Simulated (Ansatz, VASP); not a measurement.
## Mg: VASP beside Ansatz

```
CELL_PARAMETERS angstrom
1.59269 0.91954 7.69988
-1.59269 0.91954 7.69988
0.00000 -1.83908 7.69988
ATOMIC_POSITIONS crystal
Mg 0.00000 0.00000 0.00000
Mg 0.22194 0.22194 0.22194
Mg 0.77806 0.77806 0.77806
```

Alike in both runs: task single point; functional PBE; k mesh 6 × 6 × 6; occupations gaussian, width 0.1 eV; no spin polarisation.

|  | VASP | Ansatz |
| --- | --- | --- |
| version | VASP 6.6.1 | Ansatz 0.2.0 |
| potentials or method | VASP PAW PBE potentials, release 64 (Mg) | scalar-relativistic, plane waves, PAW |
| plane-wave cutoff (eV) | 520 | 420 |
| valence electrons in the cell | 6 | 30 |

```csv
,VASP,Ansatz,Ansatz less VASP
gap on the k mesh at the Fermi level (eV),none,none,-
pressure (GPa),0.6,0.7,+0.13
largest component of the traceless stress (GPa),0.21,0.22,+0.007
rms of the force components (eV/Å),0.003,0.003,+0.0001
```

Atom by atom the forces differ by 0.000 eV/Å (rms over components). A gap of «none» marks a metal or a gap that the smearing closes. The two sets of potentials don't hold the same shells in valence.

Caveats: the k mesh is coarse (spacing up to 0.38 Å⁻¹), so the values aren't converged.
